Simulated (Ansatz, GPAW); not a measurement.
Given: the input of a run of Ansatz 0.2.0 on GaSb. 

Contents of input.yaml:

```yaml
crystal:
  lattice:
    - [0.0, 3.059, 3.059]
    - [3.059, 0.0, 3.059]
    - [3.059, 3.059, 0.0]
  atoms:
    - { symbol: Sb, position: [0.75, 0.75, 0.75] }
    - { symbol: Ga, position: [0.0, 0.0, 0.0] }
kpoints:
  mp_grid: { grid: [8, 8, 8] }
scf:
  occupations: { method: gaussian, width: 0.014 }
hamiltonian:
  xc: pbe
  pseudopotentials: { kind: all_electron, lapw: { basis_error: 0.001 } }
output:
  forces: true
  stress: true
  eigenvalues: true
```

Potentials or basis: all-electron LAPW, scalar-relativistic.

Run with:

```console
$ ansatz run input.yaml --threads 1 --pin off --max-ram 3072MiB --backend cpu --events-out ev --progress --plain --runs-dir out
```

**Question.** Translate it to GPAW 26.7.0 (ASE script). Potentials or basis there: GPAW PAW data sets (gpaw-data 1.2.1), cutoff 600 eV.

**Answer.** As run (cutoffs and basis follow the program's own potentials, and thresholds, step limits or extra output files can differ):

File run.py:

```python
from ase.dft.bandgap import bandgap
from ase.io import read, write
from ase.units import GPa
from gpaw import GPAW, PW

atoms = read('GaSb.xyz')

calc = GPAW(mode=PW(600),
            xc='PBE',
            kpts={'size': (8, 8, 8), 'gamma': True},
            occupations={'name': 'methfessel-paxton', 'order': 0, 'width': 0.014},
            nbands=18,
            convergence={'density': 1e-05, 'energy': 1e-05},
            maxiter=150,
            txt='gpaw.txt')
atoms.calc = calc
energy = atoms.get_potential_energy()
forces = atoms.get_forces()
stress = atoms.get_stress()
calc.write('gs.gpw')
write('result.traj', atoms)
print(f'Energy: {energy:.6f} eV')
print('Forces (eV/A):')
print(forces.round(4))
print('Stress (GPa):', (stress / GPa).round(3))
print('Fermi level:', round(calc.get_fermi_level(), 4), 'eV')
print(f'Gap: {bandgap(calc)[0]:.4f} eV, direct: {bandgap(calc, direct=True)[0]:.4f} eV')
```

The input GaSb.xyz:

```xyz
2
Lattice="0.0000000000 3.0590000000 3.0590000000 3.0590000000 0.0000000000 3.0590000000 3.0590000000 3.0590000000 0.0000000000" Properties=species:S:1:pos:R:3 pbc="T T T"
Sb     4.5885000000      4.5885000000      4.5885000000
Ga     0.0000000000      0.0000000000      0.0000000000
```

Potentials or basis: GPAW PAW data sets (gpaw-data 1.2.1), pw.

Launch:

```sh
$ OMP_NUM_THREADS=1 python run.py
```

Both were run:

|  | Ansatz | GPAW |
| --- | --- | --- |
| Pressure | 2.3 GPa | 2.3 GPa |

Where Ansatz's input types no cutoff or centring, it takes its own default and a Γ-centred mesh.

Pressure is positive in compression.
